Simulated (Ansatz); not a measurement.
Molecular dynamics of WC

The input (input.yaml):

```yaml
crystal:
  lattice:
    - [-3.037671, -5.261401, 0.0]
    - [4.556507, -2.6307, 0.0]
    - [0.0, 0.0, 5.924265]
  atoms:
    - { symbol: W, position: [0.75111171, 0.53645695, 0.05824086] }
    - { symbol: C, position: [0.49594986, 0.66032828, 0.32123476] }
    - { symbol: W, position: [0.76034932, 0.4890704, 0.53213931] }
    - { symbol: C, position: [0.51905163, 0.64161762, 0.7419405] }
    - { symbol: W, position: [0.50622065, -0.00288533, -0.00667088] }
    - { symbol: C, position: [0.28156248, 0.18525099, 0.2057342] }
    - { symbol: W, position: [0.44652793, 0.01222226, 0.48036504] }
    - { symbol: C, position: [0.28332923, 0.16704173, 0.76447898] }
    - { symbol: W, position: [0.25918874, 0.49876825, 0.01569795] }
    - { symbol: C, position: [0.01904848, 0.64101639, 0.29763629] }
    - { symbol: W, position: [0.23377075, 0.51525138, 0.54044337] }
    - { symbol: C, position: [0.04508182, 0.69403584, 0.75427949] }
    - { symbol: W, position: [-0.00157654, -0.03183684, -0.00244484] }
    - { symbol: C, position: [0.75380599, 0.15355323, 0.31355255] }
    - { symbol: W, position: [-0.02426868, -0.04110787, 0.51038004] }
    - { symbol: C, position: [0.75987868, 0.13524145, 0.78770347] }
basis:
  ecutwfc: 420.0
kpoints:
  mp_grid: { grid: [2, 3, 2] }
hamiltonian:
  xc: pbe
  pseudopotentials: { kind: paw, azcp: { folder: soft_1 } }
scf:
  occupations: { method: fermi_dirac, width: 0.24 }
  lower_state_search: "off"
md:
  timestep: 1
  n_steps: 400
  ensemble: nvt_langevin
  temperature: 2240.0
  initial_velocities: maxwell_boltzmann
  seed: 627890
  friction: 0.02
  temperature_schedule:
    - { n_steps: 300, end_temperature: 300.0 }
    - { n_steps: 100, end_temperature: 300.0 }
```

Run as:

```bash
$ ansatz run input.yaml --threads 2 --pin off --max-ram 5120MiB --backend cpu --events-out ev --progress --plain --runs-dir out
```

It goes on from the last frame of an earlier run, with new velocities.

Output, in part (step lines):

```
md step     0: t =     0.00 fs  T =  2100.0 K (target 2240.0 K)  F+E_penalty+E_count = -85087.90104634 eV  E_kin = 4.343136 eV  (9 SCF iters)
md step     1: t =     1.00 fs  T =  2064.9 K (target 2236.8 K)  F+E_penalty+E_count = -85087.74432221 eV  E_kin = 4.270618 eV  (7 SCF iters)
md step     2: t =     2.00 fs  T =  1933.1 K (target 2230.3 K)  F+E_penalty+E_count = -85087.63610769 eV  E_kin = 3.997911 eV  (7 SCF iters)
md step     3: t =     3.00 fs  T =  1895.5 K (target 2223.8 K)  F+E_penalty+E_count = -85087.59541912 eV  E_kin = 3.920167 eV  (7 SCF iters)
md step     4: t =     4.00 fs  T =  1878.1 K (target 2217.4 K)  F+E_penalty+E_count = -85087.61802221 eV  E_kin = 3.884126 eV  (7 SCF iters)
md step     5: t =     5.00 fs  T =  2118.9 K (target 2210.9 K)  F+E_penalty+E_count = -85087.69465768 eV  E_kin = 4.382178 eV  (5 SCF iters)
md step     6: t =     6.00 fs  T =  2064.3 K (target 2204.4 K)  F+E_penalty+E_count = -85087.80034962 eV  E_kin = 4.269320 eV  (5 SCF iters)
md step     7: t =     7.00 fs  T =  2260.4 K (target 2198.0 K)  F+E_penalty+E_count = -85087.91380728 eV  E_kin = 4.674893 eV  (5 SCF iters)
[... lines left out ...]
md step   399: t =   399.00 fs  T =   234.6 K (target 300.0 K)  F+E_penalty+E_count = -85094.06431318 eV  E_kin = 0.485274 eV  (5 SCF iters)
md step   400: t =   400.00 fs  T =   241.8 K (target 300.0 K)  F+E_penalty+E_count = -85094.08787549 eV  E_kin = 0.500021 eV  (6 SCF iters)
```

The steps, from the saved trajectory:

```tsv
time (fs)	T (K)	potential energy less start (eV)
0	2100	0.000
13	2431	-0.559
26	1772	0.355
39	2249	-0.609
52	2124	-2.383
65	2123	-2.978
78	1885	-3.680
91	2436	-4.574
104	1684	-2.831
117	1545	-3.263
130	1602	-3.260
143	1580	-3.138
156	1279	-3.639
169	1727	-4.275
182	1370	-4.506
195	1283	-4.837
208	1183	-4.862
221	1011	-4.155
234	889	-4.397
247	916	-4.771
260	666	-4.745
273	806	-5.218
286	665	-5.390
299	512	-5.524
312	459	-5.761
325	542	-5.893
338	494	-5.958
351	469	-6.025
364	402	-6.052
377	339	-6.222
390	301	-6.070
```

All steps were run. The schedule's set-point averaged 462 K over the second half and the system 646 K, so it lags behind the ramp. A run of 0.4 ps of so small a system gives no equilibrium averages. Limits of this set-up: coarse k mesh.

Mean squared displacements from the first frame to the last, about the centre of mass: W 0.06 Å², C 0.10 Å².

Last frame:

```xyz
16
Lattice="-3.0377 -5.2614 0.0000 4.5565 -2.6307 0.0000 0.0000 0.0000 5.9243" Properties=species:S:1:pos:R:3
W 0.081 -5.214 -0.017
C 1.452 -4.376 1.475
W 0.044 -5.267 2.954
C 1.575 -4.280 4.343
W -1.417 -2.671 -0.008
C 0.034 -1.744 1.427
W -1.464 -2.671 2.882
C -0.044 -1.736 4.300
W 1.589 -2.607 -0.049
C 3.122 -1.773 1.426
W 1.557 -2.579 2.916
C 3.053 -1.672 4.448
W 0.089 0.060 -0.071
C -1.408 -4.435 1.493
W 0.069 0.001 2.863
C -1.427 -4.376 4.352
```

Time of the run: 35 min on 2 threads of Arm Neoverse V1, on a shared host, peak memory 0.72 GiB.
